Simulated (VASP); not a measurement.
A run of VASP 6.6.1 is set up as follows.

The input INCAR:

```
PREC = Accurate ; ENCUT = 520
EDIFF = 1E-6 ; ISMEAR = 0
SIGMA = 0.1 ; LREAL = F
LASPH = T ; NELM = 100
ALGO = Fast ; ISIF = 2
LWAVE = F ; LCHARG = T
LELF = T ; LVHAR = T
NBANDS = 18
```

File KPOINTS:

```
regular mesh
0
Gamma
  16 16 16
```

The input POSCAR:

```
TiAl3
1.0
   -1.8897123578      1.8897123578      4.2427233572
    1.8897123578     -1.8897123578      4.2427233572
    1.8897123578      1.8897123578     -4.2427233572
Ti Al
1 3
Direct
    0.0000000000      0.0000000000      0.0000000000
    0.5000000000      0.5000000000      0.0000000000
    0.7500000000      0.2500000000      0.5000000000
    0.2500000000      0.7500000000      0.5000000000
```

Potentials or basis: VASP PAW LDA potentials, release 64 (Ti_sv, Al).

Launch:

```bash
$ cat potpaw_LDA.64/Ti_sv/POTCAR potpaw_LDA.64/Al/POTCAR > POTCAR
$ mpirun -np 1 vasp_std > vasp.out
```

(1) Estimate the band gap on the k mesh.

(2) What does it give for the pressure?

Results:

(1) none (metal or under the smearing width).

(2) 0.1 GPa.
